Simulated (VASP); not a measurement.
# BN (Qingsongite) (F-43m) in VASP: further runs, part 2 of 2

VASP 6.6.1.

### Step 3. Single point, LDA

This run uses another cell than the first one, of 5.76 Å³/atom, 1.026 times its volume.

Contents of INCAR:

```
SYSTEM = BN
PREC = Accurate
ENCUT = 520
EDIFF = 1E-6
ISMEAR = 0
SIGMA = 0.01
LREAL = .False.
LASPH = .True.
NELM = 80
ALGO = Normal
ISIF = 2
LWAVE = .False.
LCHARG = .False.
GGA = CA
NBANDS = 11
```

Contents of KPOINTS:

```
Automatic mesh
0
Gamma
  8 8 8
  0 0 0
```

Contents of POSCAR:

```
BN
1.0
    0.0000000000      1.7923102062      1.7923102062
    1.7923102062      0.0000000000      1.7923102062
    1.7923102062      1.7923102062      0.0000000000
B N
1 1
Direct
    0.0000000000      0.0000000000      0.0000000000
    0.2500000000      0.2500000000      0.2500000000
```

Potentials or basis: VASP PAW LDA potentials, release 64 (B, N).

Command:

```console
cat potpaw_LDA.64/B/POTCAR potpaw_LDA.64/N/POTCAR > POTCAR
mpirun -np 1 vasp_std > vasp.out
```

Run time: 3.1 s. Hardware: 1 thread of Intel Xeon 6975P-C, shared host; peak memory 0.12 GiB.

It converged, with:

```yaml
Free_energy: -19.4137 eV
Pressure: -0.4 GPa
Band_gap_on_the_k_mesh: 4.37 eV, indirect (least direct gap 8.80 eV)
```

Levels at points of the mesh, in eV from the valence-band top:
| k point | band 2 | band 3 | band 4 | band 5 | band 6 | band 7 |
| --- | --- | --- | --- | --- | --- | --- |
| (0.00, 0.00, 0.00) | 0.00 | 0.00 | 0.00 | 8.80 | 8.80 | 8.80 |
| (0.50, 0.00, 0.00) | -10.95 | -2.00 | -2.00 | 10.54 | 10.70 | 10.70 |
| (0.50, 0.50, 0.00) | -9.05 | -5.05 | -5.05 | 4.37 | 9.29 | 18.09 |

### Step 4. Single point, LDA

This run uses another cell than the first one, of 6.05 Å³/atom, 1.079 times its volume.

Contents of INCAR:

```
SYSTEM = BN
PREC = Accurate ; ENCUT = 520
EDIFF = 1E-6 ; ISMEAR = 0
SIGMA = 0.01 ; LREAL = .FALSE.
LASPH = .TRUE. ; NELM = 100
ALGO = Normal ; ISIF = 2
LWAVE = .FALSE. ; LCHARG = .FALSE.
GGA = CA ; NBANDS = 11
```

Contents of KPOINTS:

```
Automatic mesh
0
G
  8 8 8
  0 0 0
```

Contents of POSCAR:

```
BN
1.0
    0.0000000000      1.8224386940      1.8224386940
    1.8224386940      0.0000000000      1.8224386940
    1.8224386940      1.8224386940      0.0000000000
B N
1 1
Direct
    0.0000000000      0.0000000000      0.0000000000
    0.2500000000      0.2500000000      0.2500000000
```

Command:

```console
cat potpaw_LDA.64/B/POTCAR potpaw_LDA.64/N/POTCAR > POTCAR
mpirun -np 1 vasp_std > vasp.out
```

It took 3.7 s on 1 thread of Intel Xeon 6975P-C, shared host; peak memory 0.11 GiB.

The run converged. Its results:

```
Free energy            : -19.3781 eV
Pressure               : -18.7 GPa
Band gap on the k mesh : 4.31 eV, indirect (least direct gap 8.57 eV)
```

Levels at points of the mesh, in eV from the valence-band top:
```
           k point  band 1  band 2  band 3  band 4  band 5  band 6  band 7  band 8
(0.00, 0.00, 0.00)  -19.79    0.00    0.00    0.00    8.57    8.57    8.57   10.04
(0.50, 0.00, 0.00)  -15.62  -10.49   -1.90   -1.90    9.89   10.43   10.43   14.76
(0.50, 0.50, 0.00)  -14.28   -8.73   -4.81   -4.81    4.31    9.00   17.33   17.33
```

### Step 5. Single point, LDA

This run uses another cell than the first one, of 6.20 Å³/atom, 1.105 times its volume.

Contents of INCAR:

```
PREC = Accurate
ENCUT = 520
EDIFF = 1E-6
ISMEAR = 0
SIGMA = 0.01
LREAL = False
LASPH = True
NELM = 80
ALGO = Normal
ISIF = 2
LWAVE = False
LCHARG = False
NBANDS = 11
```

Contents of KPOINTS:

```
regular mesh
0
Gamma
  8 8 8
```

Contents of POSCAR:

```
BN
1.0
    0.0000000000      1.8371364149      1.8371364149
    1.8371364149      0.0000000000      1.8371364149
    1.8371364149      1.8371364149      0.0000000000
B N
1 1
Direct
    0.0000000000      0.0000000000      0.0000000000
    0.2500000000      0.2500000000      0.2500000000
```

Potentials or basis: VASP PAW LDA potentials, release 64 (B, N).

Command:

```console
cat potpaw_LDA.64/B/POTCAR potpaw_LDA.64/N/POTCAR > POTCAR
mpirun -np 1 vasp_std > vasp.out
```

OUTCAR:

```text
PREC = Accurate
   ENCUT = 520
   EDIFF = 1E-6
   ISMEAR = 0
   LREAL = False
   LASPH = True
   NELM = 80
   ISIF = 2

 ion  position               nearest neighbor table
   1  0.000  0.000  0.000-   2 1.59   2 1.59   2 1.59   2 1.59
   2  0.250  0.250  0.250-   1 1.59   1 1.59   1 1.59   1 1.59

  LATTYP: Found a face centered cubic cell.
 ALAT       =     3.6742728298

  Lattice vectors:

 A1 = (   0.0000000000,   1.8371364149,   1.8371364149)
 A2 = (   1.8371364149,   0.0000000000,   1.8371364149)
 A3 = (   1.8371364149,   1.8371364149,   0.0000000000)

[... 512 lines left out ...]
      8      21.7731      0.00000
      9      25.4549      0.00000
     10      31.5376      0.00000
     11      33.2385      0.00000

 [... further k-points ...]
[... 5 lines left out ...]
  --------------------------------------------------------------------------------------
  -------------------------------------------------------------------------------------
  Total       -2.0379090     -2.0379090     -2.0379090      0.0000000      0.0000000      0.0000000
  in kB     -263.2941179   -263.2941179   -263.2941179      0.0000000      0.0000000      0.0000000
  external PRESSURE =    -263.2941179 kB  Pullay stress =       0.0000000 kB

 VOLUME and BASIS-vectors are now :
 -----------------------------------------------------------------------------
  energy-cutoff  :      520.00
  volume of cell :       12.40
      direct lattice vectors                 reciprocal lattice vectors
     0.000000000  1.837136415  1.837136415    -0.272162696  0.272162696  0.272162696
     1.837136415  0.000000000  1.837136415     0.272162696 -0.272162696  0.272162696
     1.837136415  1.837136415  0.000000000     0.272162696  0.272162696 -0.272162696

 POSITION                                       TOTAL-FORCE (eV/Angst)
 -----------------------------------------------------------------------------------
      0.00000      0.00000      0.00000         0.000000      0.000000      0.000000
      0.91857      0.91857      0.91857        -0.000000     -0.000000     -0.000000
 -----------------------------------------------------------------------------------
    total drift:                               -0.000000     -0.000000     -0.000000

  FREE ENERGIE OF THE ION-ELECTRON SYSTEM (eV)
  ---------------------------------------------------
  free  energy   TOTEN  =       -19.3368535405 eV

  energy  without entropy=      -19.3368535405  energy(sigma->0) =      -19.33685354
```

OSZICAR:

```text
N       E                     dE             d eps       ncg     rms          rms(c)
DAV:   1     0.682780295253E+01    0.68278E+01   -0.47329E+03   657   0.712E+02
DAV:   2    -0.199511580049E+02   -0.26779E+02   -0.25884E+02   764   0.151E+02
DAV:   3    -0.203821961014E+02   -0.43104E+00   -0.43027E+00   728   0.160E+01
DAV:   4    -0.203826612250E+02   -0.46512E-03   -0.46512E-03   713   0.659E-01
DAV:   5    -0.203826617438E+02   -0.51877E-06   -0.51880E-06   713   0.201E-02    0.625E+00
DAV:   6    -0.194588745197E+02    0.92379E+00   -0.33299E+00   638   0.100E+01    0.294E+00
DAV:   7    -0.193672647460E+02    0.91610E-01   -0.65219E-02   722   0.214E+00    0.172E+00
DAV:   8    -0.193370311167E+02    0.30234E-01   -0.41623E-02   713   0.137E+00    0.156E-01
DAV:   9    -0.193368698466E+02    0.16127E-03   -0.98994E-04   695   0.256E-01    0.785E-02
DAV:  10    -0.193368530278E+02    0.16819E-04   -0.51853E-05   710   0.649E-02    0.139E-02
DAV:  11    -0.193368535405E+02   -0.51277E-06   -0.13048E-06   449   0.800E-03
   1 F= -.19336854E+02 E0= -.19336854E+02  d E =-.734550E-13
```

It took 2.9 s on 1 thread of Intel Xeon 6975P-C, shared host; peak memory 0.11 GiB.

Results:

```yaml
Free_energy: -19.3369 eV
Pressure: -26.3 GPa
Band_gap_on_the_k_mesh: 4.28 eV, indirect (least direct gap 8.45 eV)
```

Levels at points of the mesh, in eV from the valence-band top:
```csv
k point,band 1,band 2,band 3,band 4,band 5,band 6,band 7,band 8
"(0.00, 0.00, 0.00)",-19.53,0.00,0.00,0.00,8.45,8.45,8.45,9.66
"(0.50, 0.00, 0.00)",-15.47,-10.28,-1.86,-1.86,9.58,10.29,10.29,14.52
"(0.50, 0.50, 0.00)",-14.16,-8.58,-4.69,-4.69,4.28,8.87,16.97,16.97
```

A k mesh can miss the band edges. LDA gaps usually lie below the measured ones, often by a third to a half.

### Step 6. The runs side by side

```tsv
cell	gap on the mesh (eV)	pressure (GPa)
a = 2.513 Å, angles 60.0°, 2 atoms	4.40	10.6
a = 2.535 Å, angles 60.0°, 2 atoms	4.37	-0.4
a = 2.577 Å, angles 60.0°, 2 atoms	4.31	-18.7
a = 2.598 Å, angles 60.0°, 2 atoms	4.28	-26.3
```

Alike in all rows: task single point; level LDA; potentials or basis VASP PAW LDA potentials, release 64 (B, N); no spin polarisation; k mesh 8 × 8 × 8; cutoff (eV) 520; smearing gaussian 0.01 eV.

Absolute energies hang on the potentials; compare differences alone.

### Step 7. Comparison with measurements

Step 3. Measured gap of BN: 6.4 eV (indirect; 300 K; a printed reference work, monograph). This calculation gives 4.37 eV (-2.03 eV). The value is that of LDA on a finite k mesh, which can miss the band edges, without temperature or zero-point motion. Semilocal functionals fall short of measured gaps as a rule.
